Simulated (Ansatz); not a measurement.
# C under changes of volume

One of the cells (5.672 Å³/atom); the others are scaled copies at fixed shape and fractional positions:

```
C
1.0
     0.00000    1.78337    1.78337
     1.78337    0.00000    1.78337
     1.78337    1.78337    0.00000
C
2
Direct
  0.75000 0.75000 0.75000
  0.50000 0.50000 0.50000
```

This isn't the form of C at room conditions, which is graphite.

| Quantity | Value |
| --- | --- |
| Program | Ansatz 0.2.0 |
| Functional | BLYP |
| Dispersion | D4 |
| Potentials or basis | Ansatz PAW |
| Cutoff | 420 eV (not typed: the program's choice for these potentials) |
| k mesh | 13 × 13 × 13 |
| Occupations | fermi-dirac, width 0.05 eV |
| Spin | no spin polarisation |

```csv
volume (Å³/atom),energy over the lowest point (meV/atom),pressure (GPa),gap on the mesh (eV)
5.332,30.81,30.0,4.62
5.445,13.44,19.2,4.57
5.558,3.42,9.3,4.52
5.672,0.00,0.4,4.47
5.785,?,?,?
5.899,10.87,-15.2,4.37
6.012,24.10,-22.0,4.33
```

**Question.** What does the run at 5.785 Å³/atom give?

**Answer.** Energy over the lowest point 2.69 meV/atom; pressure -7.8 GPa; gap on the mesh 4.42 eV.

Worked out: A Birch-Murnaghan fit of order 3 (a polynomial in V^(-2/3)) to the other rows has its minimum at 5.68 Å³/atom with B0 = V·E''(V) = 427 GPa and B' = 3.7. It gives 2.64 meV/atom at 5.785 Å³/atom, against the run's 2.69, and -dE/dV = -7.8 GPa, against -7.8. A straight line through the other rows of the gap, of slope -2.44 eV per unit of ln V, gives 4.42 eV, against the run's 4.42.

Energies are extrapolated to zero smearing.

Caveats: odd divisions of the mesh miss points on the zone boundary, where band edges often lie, so the gap on the mesh can be too wide; the PAW data sets come from PBE, with cores solved anew for the run's functional, which leaves a small shift of forces and pressure.

A mesh can miss the band edges.
